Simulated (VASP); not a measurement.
Crystal: C.

```
C
1.0
     0.00000    1.78337    1.78337
     1.78337    0.00000    1.78337
     1.78337    1.78337    0.00000
C
2
Direct
  0.00000 0.00000 0.00000
  0.25000 0.25000 0.25000
```

This isn't the form of C at room conditions, which is graphite.

```yaml
Program: VASP 6.6.1
Task: relaxation of cell and atoms
Functional: RPBE
Potentials_or_basis: VASP PAW PBE potentials, release 64 (C)
Cutoff: 600 eV
k_mesh: 14 × 14 × 14
Occupations: gaussian, width 0.03 eV
Spin: no spin polarisation
```

At the start: pressure 7.7 GPa; volume 5.67 Å³/atom.

Question: How do energy, volume and symmetry change on relaxing?

Answer: Over 3 steps the energy falls by 2.4 meV/atom and the volume is 5.77 Å³/atom (+1.8 %); space group Fd-3m (No. 227, to 0.05 Å).

Step by step:
```
step  energy change (eV)  largest force (eV/Å)  pressure (GPa)  volume (Å³)
   1              0.0000                0.0000            7.75        11.34
   2              0.0020                0.0000           -8.64        11.80
   3             -0.0049                0.0000           -0.02        11.55
```

Final structure:
```
C
1.0
     0.00000    1.79408    1.79408
     1.79408    0.00000    1.79408
     1.79408    1.79408    0.00000
C
2
Direct
  0.00000 0.00000 0.00000
  0.25000 0.25000 0.25000
```

Caveat: the PAW data sets were made with another functional, which shifts forces and pressure a little.
